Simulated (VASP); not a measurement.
Set up this calculation in VASP 6.6.1, as the native input.

```
Task                   : single point
Functional             : PBEsol
Potentials or basis    : VASP PAW PBE potentials, release 64 (Sn_d, Se)
Cutoff                 : 520 eV
k mesh                 : 6 × 6 × 4
Occupations            : gaussian, width 0.01 eV
Spin                   : no spin polarisation
Dipole correction      : no
Further INCAR settings : ALGO = Normal; EDIFF = 1e-06; NBANDS = 20
```

The structure of SnSe2 lies in POSCAR:

```
SnSe2
1.0
    3.8251638404      0.0000000000      0.0000000000
   -1.9125819202      3.3126890594      0.0000000000
    0.0000000000      0.0000000000      6.2270561301
Sn Se
1 2
Direct
    0.0000000000      0.0000000000      0.0000000000
    0.3333333333      0.6666666667      0.2530760434
    0.6666666667      0.3333333333      0.7469239566
```

These files were run (other wordings do the same):

INCAR

```
PREC     = Accurate       # precision mode
ENCUT    = 520            # plane-wave cutoff, eV
EDIFF    = 1E-6           # SCF threshold, eV
ISMEAR   = 0              # smearing method
SIGMA    = 0.01           # smearing width, eV
LREAL    = F              # projectors in reciprocal space
LASPH    = T              # aspherical terms in the spheres
NELM     = 100            # most SCF steps
ALGO     = Normal         # electronic algorithm
ISIF     = 2              # what is computed and relaxed
LWAVE    = F              # write WAVECAR
LCHARG   = F              # write CHGCAR
GGA      = PS             # functional
NBANDS   = 20             # bands
```

KPOINTS

```
Automatic mesh
0
Gamma
  6 6 4
```

Potentials or basis: VASP PAW PBE potentials, release 64 (Sn_d, Se).

The run is started by

```bash
$ cat potpaw_PBE.64/Sn_d/POTCAR potpaw_PBE.64/Se/POTCAR > POTCAR
$ mpirun -np 1 vasp_std > vasp.out
```

Results of the run:

```json
{
 "Pressure": "0.1 GPa",
 "Largest force": "0.092 eV/Å",
 "Band gap on the k mesh": "0.72 eV, indirect (least direct gap 1.03 eV)"
}
```

Caveat: the PAW data sets were made with another functional, which shifts forces and pressure a little; spin-orbit coupling is left out, which moves the levels of the heavy elements; this functional lacks dispersion, which binds the layers, so the pressure and a relaxed spacing across them are unreliable.

Run time: 14 s on 1 thread of Intel(R) Xeon(R) 6975P-C (Granite Rapids), with other jobs on the host, peak memory 0.2 GiB.
